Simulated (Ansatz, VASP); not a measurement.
# Cross-check of GdAg between VASP and Ansatz

Aim: how closely do two programs agree when they are given the same cell, functional and k mesh? The cell is taken from a series of runs on this material, whose earlier steps may have relaxed, scaled, displaced or heated it; both programs get it as it stands.

Calculated with Ansatz 0.2.0; plane waves, with VASP 6.6.1 beside it; relaxation of cell and atoms at r2SCAN.

## 1. The starting structure

It takes space group Pm-3m (No. 221, cubic). The conventional cell has a = 3.653 Å, b = 3.653 Å, c = 3.653 Å, α = 90.00°, β = 90.00°, γ = 90.00°. Nearest to Gd lie 8 Ag at 3.16 Å. Nearest to Ag lie 8 Gd at 3.16 Å. Farther neighbours are not listed.

As a file:

```cif
data_structure
_symmetry_space_group_name_H-M 'P 1'
_symmetry_Int_Tables_number 1
_cell_length_a 3.6530
_cell_length_b 3.6530
_cell_length_c 3.6530
_cell_angle_alpha 90.000
_cell_angle_beta 90.000
_cell_angle_gamma 90.000
_cell_volume 48.75
loop_
_atom_site_label
_atom_site_type_symbol
_atom_site_fract_x
_atom_site_fract_y
_atom_site_fract_z
_atom_site_occupancy
Gd1 Gd 0.50000 0.50000 0.50000 1
Ag2 Ag 0.00000 0.00000 0.00000 1
```

## 2. Ansatz: relaxation of cell and atoms, r2SCAN

Ansatz runs on its default PAW (the set named soft_2) files.

The relaxed volume is the usual yardstick between codes: in a stiff, nearly cubic crystal its relative difference is about their pressure difference at one cell divided by the bulk modulus.

Input file input.yaml:

```yaml
crystal:
  lattice:
    - [3.653, 0.0, 0.0]
    - [0.0, 3.653, 0.0]
    - [0.0, 0.0, 3.653]
  atoms:
    - { symbol: Gd, position: [0.5, 0.5, 0.5], spin: 7.0 }
    - { symbol: Ag, position: [0.0, 0.0, 0.0] }
kpoints:
  mp_grid: { grid: [10, 10, 10] }
hamiltonian:
  xc: r2scan
scf:
  occupations: { method: gaussian, width: 0.1 }
output:
  forces: true
  stress: true
  eigenvalues: true
  populations: true
magnetization:
  spin_polarized: true
relax:
  adjacent_minimum: "off"
  f_tol: 0.005
  max_steps: 60
  cell: { stress_tol: 0.03 }
```

Launch:

```
ansatz run input.yaml --threads 4 --pin off --max-ram 8192MiB --backend cpu --events-out ev --progress --plain --runs-dir out
```

Numbers of over 12 decimals in the logs are rounded to 6 here.

Output:

```text
Gd: projections on atomic orbitals take those of the free atom [Kr 4d10] 4f7 5s2 5p6 5d1 6s2, of charge +0.00 (hamiltonian.pseudopotentials.projection_atoms); the dataset's partial waves leave at most 2.5e-4 of an orbital's norm unspanned inside its sphere
Engine: ansatz 0.2.0, aarch64-unknown-linux-gnu
Pseudopotentials: kind: paw
Pseudopotential: Gd, paw, valence charge 18, recommended cutoff 500 eV (meta_gga), Gd.paw.azcp
Pseudopotential: Ag, paw, valence charge 19, recommended cutoff 500 eV (meta_gga), Ag.paw.azcp
Functional definition: r2SCAN
  parameter k0 = 0.174
  parameter k1 = 0.065
  parameter a1 = 4.9479
  exchange = r2scan_x(k0 = k0, k1 = k1, a1 = a1)
  correlation = r2scan_c
Crystal: 2 atoms, lattice volume = 48.747 Å³
Basis set: ecut = 500 eV, 1237 PW (Γ), exchange–correlation on 108×108×108 points (64 copies of the dense FFT grid, shifted against one another)
Bands: 27, of which v1, the nominal top of the filled ones, is band 19 counted from 1 (18 counted from 0)
Symmetry: 48 space group operations
Space group: Pm-3m (ITA 221), of the structure as read, at distance tolerance 3.7e-5 Å
Magnetic group: BNS 221.92 (UNI 1594), of the structure as read, at distance tolerance 3.7e-5 Å
k-points: 56 of 1000
Non-local potential: Gd, projectors of the file, l = 0: 3, l = 1: 2, l = 2: 2, l = 3: 3
Non-local potential: Ag, projectors of the file, l = 0: 3, l = 1: 2, l = 2: 2, l = 3: 1
PAW form: soft (Blöchl's): semilocal exchange-correlation on the pseudo side does not see the compensation charge
PAW frozen core: Gd, regenerated for the run's functional (the file was generated under x = pbe(κ = 0.804, μ = 0.219515), c = pbe(β = 0.066725))
PAW frozen core: Ag, regenerated for the run's functional (the file was generated under x = pbe(κ = 0.804, μ = 0.219515), c = pbe(β = 0.066725))
PAW one-centre angular grid: Gd, 2702 points (default); XC on 224 Gauss nodes
PAW one-centre angular grid: Ag, 590 points (default); XC on 160 Gauss nodes
Initial density: superposition of atomic densities (chi_scale 0.1, normalization cell)
Starting moments: Σ|m| = 7 μB on 1 of 2 sites
Initial wavefunctions: pseudopotential atomic-orbital guess
Functional: x = r2scan, c = r2scan; τ floored in thin density (d = 2e-4 eV/Å³)
SCF iter   1: F=—  HF=-16950.525572 eV  |F-HF|=—  |Δ(HF+E_count)|=         —  Δρ=4.57e-2 (↑3.42e-2 ↓4.57e-2)  dr2=2.38e0  dr2_τ=2.34e-2  dr2_m=2.21e-1  M=7.224 μB ∫|m|=7.230 μB  β_m=1.00  ethr=3.10e-3  ⟨swp⟩=4.9  Hψ=10501  notcnv=0
Mixer restart at iter 1: flushing history
preconditioner: auto → Kerker (q_TF=auto, 2.606 Å⁻¹)  [metal: Δε(μ)=0.009 eV  Ē_g=10.592 eV  σ=0.100 eV  W_gap=0.05  n_scr=18 (ndim 8)  ℏωp=27.6 eV  f_vac=0.000  D(μ)=2.67/eV (n_scr^D=26)]
spin=Collinear: Kerker preconditioning applied to the charge; magnetization (m = ρ↑ − ρ↓) channel mixes plain (no charge-response kernel on spin).
SCF iter   2: F=—  HF=-16950.315374 eV  |F-HF|=—  |Δ(HF+E_count)|=   2.10e-1  Δρ=2.08e-2 (↑1.60e-2 ↓2.08e-2)  dr2=6.49e-1  dr2_τ=5.50e-3  dr2_m=1.03e-2  M=7.251 μB ∫|m|=7.260 μB  β_m=1.00  ethr=3.10e-3  ⟨swp⟩=2.8  Hψ=6491  notcnv=0  defer=79  κ⁻¹=1.0e0(r=1)
SCF iter   3: F=—  HF=-16950.434549 eV  |F-HF|=—  |Δ(HF+E_count)|=   1.19e-1  Δρ=1.24e-2 (↑1.03e-2 ↓1.24e-2)  dr2=2.66e-1  dr2_τ=1.35e-3  dr2_m=8.28e-4  M=7.282 μB ∫|m|=7.293 μB  β_m=1.00  ethr=1.75e-3  ⟨swp⟩=2.2  Hψ=5062  notcnv=0  defer=79  κ⁻¹=2.2e-2(r=2)
SCF iter   4: F=—  HF=-16950.586258 eV  |F-HF|=—  |Δ(HF+E_count)|=   1.52e-1  Δρ=8.65e-3 (↑6.92e-3 ↓8.65e-3)  dr2=1.46e-1  dr2_τ=5.31e-4  dr2_m=5.03e-4  M=7.325 μB ∫|m|=7.335 μB  β_m=1.00  ethr=7.19e-4  ⟨swp⟩=2.2  Hψ=5375  notcnv=0  defer=106  κ⁻¹=8.6e-3(r=3)
SCF iter   5: F=—  HF=-16950.660728 eV  |F-HF|=—  |Δ(HF+E_count)|=   7.45e-2  Δρ=2.40e-3 (↑2.30e-3 ↓2.40e-3)  dr2=7.51e-3  dr2_τ=2.54e-4  dr2_m=6.34e-4  M=7.453 μB ∫|m|=7.460 μB  β_m=1.00  ethr=3.95e-4  ⟨swp⟩=2.4  Hψ=5611  notcnv=0  defer=106  κ⁻¹=1.9e-3(r=4)
SCF iter   6: F=—  HF=-16950.662798 eV  |F-HF|=—  |Δ(HF+E_count)|=   2.07e-3  Δρ=1.75e-3 (↑1.68e-3 ↓1.75e-3)  dr2=2.44e-3  dr2_τ=9.70e-5  dr2_m=2.73e-4  M=7.525 μB ∫|m|=7.532 μB  β_m=1.00  ethr=2.03e-5  ⟨swp⟩=2.0  Hψ=5454  notcnv=0  defer=105  κ⁻¹=1.0e-3(r=5)
SCF iter   7: F=—  HF=-16950.671013 eV  |F-HF|=—  |Δ(HF+E_count)|=   8.22e-3  Δρ=1.05e-3 (↑1.05e-3 ↓8.87e-4)  dr2=1.01e-3  dr2_τ=1.52e-5  dr2_m=4.25e-5  M=7.600 μB ∫|m|=7.608 μB  β_m=1.00  ethr=6.58e-6  ⟨swp⟩=2.0  Hψ=5619  notcnv=0  defer=108  κ⁻¹=1.3e-4(r=6)
SCF iter   8: F=—  HF=-16950.672130 eV  |F-HF|=—  |Δ(HF+E_count)|=   1.12e-3  Δρ=7.21e-4 (↑7.21e-4 ↓6.27e-4)  dr2=6.17e-4  dr2_τ=6.43e-6  dr2_m=4.26e-6  M=7.610 μB ∫|m|=7.617 μB  β_m=1.00  ethr=2.74e-6  ⟨swp⟩=1.9  Hψ=4230  notcnv=0  defer=107  κ⁻¹=3.3e-5(r=7)
[...]
SCF iter   3: F=—  HF=-16950.673131 eV  |F-HF|=—  |Δ(HF+E_count)|=   3.16e-7  Δρ=3.13e-5 (↑2.60e-5 ↓3.13e-5)  dr2=1.97e-6  dr2_τ=1.83e-8  dr2_m=1.46e-8  M=7.622 μB ∫|m|=7.629 μB  β_m=1.00  ethr=1.45e-8  ⟨swp⟩=2.0  Hψ=3757  notcnv=0  κ⁻¹=2.8e-2(r=2)
[...]
SCF iter   2: F=—  HF=-16950.673071 eV  |F-HF|=—  |Δ(HF+E_count)|=   4.72e-6  Δρ=4.23e-6 (↑4.01e-6 ↓4.23e-6)  dr2=8.59e-9  dr2_τ=9.42e-10  dr2_m=1.44e-9  M=7.623 μB ∫|m|=7.630 μB  β_m=1.00  ethr=6.12e-11  ⟨swp⟩=2.3  Hψ=5096  notcnv=0  κ⁻¹=1.0e0(r=1)
SCF iter   3: F=—  HF=-16950.673071 eV  |F-HF|=—  |Δ(HF+E_count)|=   1.72e-9  Δρ=3.07e-6 (↑2.94e-6 ↓3.07e-6)  dr2=5.66e-9  dr2_τ=4.80e-10  dr2_m=2.34e-11  M=7.623 μB ∫|m|=7.630 μB  β_m=1.00  ethr=2.32e-11  ⟨swp⟩=2.0  Hψ=3779  notcnv=0  κ⁻¹=5.7e-2(r=2)
SCF iter   4: F=—  HF=-16950.673071 eV  |F-HF|=—  |Δ(HF+E_count)|=   6.94e-9  Δρ=2.25e-6 (↑2.25e-6 ↓1.40e-6)  dr2=3.17e-9  dr2_τ=8.97e-11  dr2_m=1.90e-10  M=7.623 μB ∫|m|=7.630 μB  β_m=1.00  ethr=1.53e-11  ⟨swp⟩=2.0  Hψ=4621  notcnv=0  κ⁻¹=1.2e-2(r=3)
SCF iter   5: F=—  HF=-16950.673071 eV  |F-HF|=—  |Δ(HF+E_count)|=   3.16e-9  Δρ=1.09e-6 (↑1.09e-6 ↓6.64e-7)  dr2=1.09e-9  dr2_τ=8.54e-12  dr2_m=3.53e-11  M=7.623 μB ∫|m|=7.630 μB  β_m=1.00  ethr=8.58e-12  ⟨swp⟩=2.4  Hψ=4448  notcnv=0  κ⁻¹=3.7e-3(r=4)
SCF iter   6: F=—  HF=-16950.673071 eV  |F-HF|=—  |Δ(HF+E_count)|=  1.82e-10  Δρ=4.31e-7 (↑4.31e-7 ↓4.09e-7)  dr2=1.20e-10  dr2_τ=8.80e-12  dr2_m=2.71e-12  M=7.623 μB ∫|m|=7.630 μB  β_m=1.00  ethr=2.94e-12  ⟨swp⟩=2.0  Hψ=4543  notcnv=0  κ⁻¹=1.0e-3(r=5)
SCF iter   7: F=—  HF=-16950.673071 eV  |F-HF|=—  |Δ(HF+E_count)|=  9.82e-11  Δρ=2.75e-7 (↑2.75e-7 ↓2.72e-7)  dr2=6.64e-11  dr2_τ=3.42e-12  dr2_m=1.23e-13  M=7.623 μB ∫|m|=7.630 μB  β_m=1.00  ethr=1.00e-12  ⟨swp⟩=1.0  Hψ=3024  notcnv=0  κ⁻¹=1.4e-4(r=6)
SCF iter   8: F=—  HF=-16950.673071 eV  |F-HF|=—  |Δ(HF+E_count)|=  1.02e-10  Δρ=7.86e-8 (↑7.86e-8 ↓7.86e-8)  dr2=1.60e-11  dr2_τ=1.44e-13  dr2_m=1.06e-13  M=7.623 μB ∫|m|=7.630 μB  β_m=1.00  ethr=1.00e-12  ⟨swp⟩=2.0  Hψ=4101  notcnv=0  κ⁻¹=1.3e-5(r=7)
SCF iter   9: F=—  HF=-16950.673071 eV  |F-HF|=—  |Δ(HF+E_count)|=  1.09e-11  Δρ=4.42e-8 (↑4.10e-8 ↓4.42e-8)  dr2=3.23e-12  dr2_τ=6.76e-14  dr2_m=2.16e-14  M=7.623 μB ∫|m|=7.630 μB  β_m=1.00  ethr=1.00e-12  ⟨swp⟩=5.3  Hψ=10832  notcnv=0  κ⁻¹=7.1e-6(r=8)
SCF iter  10: F=-16950.673071 eV  HF=-16950.673071 eV  |F-HF|=0.00e0  |Δ(HF+E_count)|=  3.64e-12  Δρ=1.87e-8 (↑1.59e-8 ↓1.87e-8)  dr2=2.41e-13  dr2_τ=8.14e-15  dr2_m=3.82e-14  M=7.623 μB ∫|m|=7.630 μB  ethr=1.00e-12  ⟨swp⟩=5.1  Hψ=10304  notcnv=0
SCF 4 converged in 10 iterations: F = -16950.673071 eV  dr2 = 2.41e-13
relax step   4: F+E_penalty+E_count = -16950.67307114 eV  Δ(F+E_penalty+E_count) = +5.914e-5 eV  max|allowed force component| = 4.602e-30 eV/Å  Δτ_max = 0.0000 Å  P = -0.001 GPa  Ω = 48.609 Å³  stress off target by 1.04e-3 GPa  SCF on the basis re-selected at this cell (its energy is not comparable with the rows above)  (10 SCF iters)
basis re-selected at this cell: Δ(F+E_penalty+E_count) = +5.914e-5 eV, ΔP = -0.001 GPa vs the last step (what re-selecting the basis moved, of the pressure what is left beyond the Pulay correction that the steps carried, after the strain that the cell walked since its last selection, with what the two solves' SCF thresholds leave and, on support functions, any second-order correction that the steps lacked; it is no m [...]
SCF converged after 10 iterations
Stability not checked: this state was not tested for a lower state beside it, because the mixer in use, unlike msr1, does not test its closes by its own steps (another_mixer; see scf.mixing.algorithm and scf.lower_state_search)
Magnetization: 7.6226 μB (22.3113 up, 14.6887 down)
Absolute magnetization: 7.6337 μB (∫|ρ↑−ρ↓|, with the PAW one-centre terms)
Spin contamination: 0.0167 ħ² per cell (⟨S²⟩ above its minimum at these occupations)
Per-site moments (μB) at R_I (Å): [(7.266325, 1.303751), (0.045009, 1.303751)]
Free energy (F): -16950.673071 eV
Harris-Foulkes:  -16950.673071 eV  (|F-HF|=0.00e0)
Internal energy: -16950.663279 eV  (E = F + TS)
E sigma→0 (E₀):  -16950.668175 eV
Entropy (-TS):   -0.009792 eV (-4.896 meV/atom)
Fermi energy:    14.731563 eV
--- Per-component energies (eV) ---
  E_band       = -320.636329
  E_kinetic    = 930.757499
  E_local      = -4487.720129  (includes V_loc(G=0)·N_el)
  E_nonlocal   = 363.147123
  E_hartree    = 1952.802323
  E_xc         = -404.810911
  E_vxc        = -547.952385  (∫ρ·V_xc dr)
  E_paw        = -10388.322171  (= ΣΔE_a)
  E_vpaw       = -519.424559  (= ΣTr[D̂ρ^β])
  E_aug_tail   = 0.000062  (compensation charges beyond the density's cutoff)
  E_vtau       = 34.951416  (kinetic-family band-sum trace: ∫τ·v_τ [+ j·A + Jᵃ·Aᵃ] dr)
  E_ewald      = -4916.347090
  E_core_change = -0.169986  (= ΣΔE_core)
  E_smearing   = -0.009792  (= −TS)
  E_closure    = -0.000000  (closes the sum)
  Σ components = -16950.673071   (vs F -16950.673071, Δ=0.00e0)
--- Forces (eV/Å), atoms counted from 1 ---
  atom   1  Gd     0.00000000     0.00000000     0.00000000
  atom   2  Ag     0.00000000     0.00000000     0.00000000
  max |Σ_I F_I| component: 9.73e-30 eV/Å
--- Stress (GPa, compression-positive) ---
       -0.001037      -0.000000      -0.000000
       -0.000000      -0.001037       0.000000
       -0.000000       0.000000      -0.001037
  P = ⅓ Tr σ = -0.0010 GPa (-0.010 kbar)
--- Band table (eV; the first three rows and the last of 112) ---
  k-point 0 ↑: bands = [... 15 lower, 8.9139, 8.9139, 8.9433, 9.7327, 9.7327, 9.7327, 14.7806, 14.7806, ... 4 higher]
  k-point 1 ↑: bands = [... 15 lower, 8.9294, 8.9610, 9.0134, 9.7333, 9.7333, 9.7569, 14.7444, 14.8065, ... 4 higher]
  k-point 2 ↑: bands = [... 15 lower, 8.9213, 9.1373, 9.1603, 9.7357, 9.7357, 9.8173, 14.6461, 14.7194, ... 4 higher]
  k-point 55 ↓: bands = [... 15 lower, 13.4810, 15.2682, 16.0555, 16.0555, 16.0555, 16.1568, 16.1568, 16.1568, ... 4 higher]
--- Relaxed structure (3 steps of the walk, 3 accepted, 1 SCFs on fresh bases) ---
  F+E_penalty+E_count = -16950.67307114 eV   max|allowed force component| = 4.602e-30 eV/Å   (the final SCF, on the basis selected at the relaxed cell)
  cell:  # Å, volume = 48.6094 Å³
    - [3.649556, 0, 0]
    - [0, 3.649556, 0]
    - [0, 0, 3.649556]
  atoms:
    - { symbol: Gd, position: [0.5, 0.5, 0.5] }
    - { symbol: Ag, position: [0, 0, 0] }
--- Löwdin populations: 2 sites ---
  site symbol       q [e]    m [muB]
     0     Gd     18.1321     7.6050
     1     Ag     18.6877    -0.0087
  spilling = 0.004871 (of n_electrons = 37.000000)
```

(Part 1 of 2 ends here.)

[Lines on the potential files, build, host, timing and source positions are cut from VASP's logs without a mark.]

[Logs are printed without paths, hosts, clocks, repeated set-up lines and the standing remarks that a program may print on its own settings, such as how far it seeks lower states.]

[Hosts, paths, dates, database ids (printed as entryN), source tags and the programs' standing remarks are cut or masked in the printed files.]
